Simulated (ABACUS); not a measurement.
Crystal: PbF2 (Fluorocronite).

```xyz
3
Lattice="0.0000 2.9637 2.9637 2.9637 0.0000 2.9637 2.9637 2.9637 0.0000" Properties=species:S:1:pos:R:3 pbc="T T T"
Pb    0.0000    0.0000    0.0000
F     4.4455    4.4455    4.4455
F     1.4818    1.4818    1.4818
```

Base run:

* Program: ABACUS 3.10.1
* Functional: PBE
* Potentials or basis: PseudoDojo NC SR 0.4.1 PBE standard
* Cutoff: 1361 eV
* Density cutoff: 5442 eV
* Basis: DZP LCAO (the cutoffs set its grid)
* k mesh: 8 × 8 × 8
* Occupations: fermi-dirac, width 0.05 eV
* Spin: no spin polarisation

Its results: band gap on the k mesh 4.38 eV, indirect (least direct gap 4.54 eV); pressure 4.3 GPa.

**Question.** The run is repeated on the same cell with these changes: basis from DZP LCAO (the cutoffs set its grid) to TZDP LCAO (the cutoffs set its grid); orbital files from Pb Pb_confined-atom_8au_2s2p2d.orb, F F_confined-atom_6au_2s2p1d.orb to Pb Pb_confined-atom_8au_3s3p3d1f.orb, F F_confined-atom_6au_3s3p2d1f.orb. What comes out?

**Answer.** Band gap on the k mesh 4.42 eV, indirect (least direct gap 4.57 eV); pressure 2.8 GPa.

Caveats: the atomic orbitals were generated for these runs and aren't a published set; spin-orbit coupling is left out, which as a rule narrows the gap of such compounds by several tenths of an eV; the basis of atomic orbitals isn't converged, which shifts pressures, moduli and gaps.

A k mesh can miss the band edges.

Not every run made on this cell is shown here.
